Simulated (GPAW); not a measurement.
GaN: band structure with OLYP

**The experiment to reproduce.**

From a printed reference work, textbook, for a bulk crystal of GaN at 0 K: band gap 3.299 eV (direct).

GaN:

```
Ga N
1.0
     0.00000    2.25350    2.25350
     2.25350    0.00000    2.25350
     2.25350    2.25350    0.00000
Ga N
1 1
Direct
  0.00000 0.00000 0.00000
  0.25000 0.25000 0.25000
```

The cell is a database's computed one.

* Program: GPAW 26.7.0
* Task: band structure
* Functional: OLYP
* Potentials or basis: PAW data sets generated in the run's folder for this functional
* Cutoff: 800 eV
* Basis: pw
* k mesh: 10 × 10 × 10
* Occupations: fermi-dirac, width 0.05 eV
* Spin: spin-orbit coupling, no magnetisation
* Eigensolver: davidson
* Maxiter: 150
* Band path: GXWKGLUWLK,UX
* Band points: 80
* spin axis theta (degrees): 90
* spin axis phi (degrees): 0
* Soc after scf: second variation

```
Pressure                : 13.3 GPa
Band gap on the k mesh  : 1.98 eV, direct
Band gap along the path : 1.98 eV, direct
```

Levels at the corners of the path, in eV from the valence-band top:
```
point  band 6  band 7  band 8  band 9  band 10  band 11
    Γ    0.00    0.00    0.00    1.98     1.98    10.36
    X   -2.63   -2.59   -2.59    3.60     3.60     6.99
    W   -3.68   -3.51   -3.46    6.48     6.49     8.67
    K   -4.14   -2.11   -2.10    5.27     5.27     8.16
    Γ    0.00    0.00    0.00    1.98     1.98    10.36
    L   -0.96   -0.92   -0.92    4.95     4.95     9.05
    U   -4.14   -2.11   -2.10    5.27     5.27     8.16
    W   -3.68   -3.51   -3.46    6.48     6.49     8.67
    L   -0.96   -0.92   -0.92    4.95     4.95     9.05
    K   -4.14   -2.11   -2.10    5.27     5.27     8.16
    U   -4.14   -2.11   -2.10    5.27     5.27     8.16
    X   -2.63   -2.59   -2.59    3.60     3.60     6.99
```

Wall time 24 s on 1 thread of Arm Neoverse V2, with other jobs on the host, peak memory 0.25 GiB.

Against the measured gap of GaN, 3.299 eV (direct; 0 K; a printed reference work, textbook), the calculated 1.98 eV is off by -1.32 eV. The value is that of OLYP, without temperature or zero-point motion. The cell is a database's relaxed one, not the measured one, which moves gaps too.

Caveat: spin-orbit coupling was added after a scalar SCF, so levels and gaps hold it while energy, forces, pressure and moments don't; this program's spin-orbit splittings come out too wide for heavy elements.
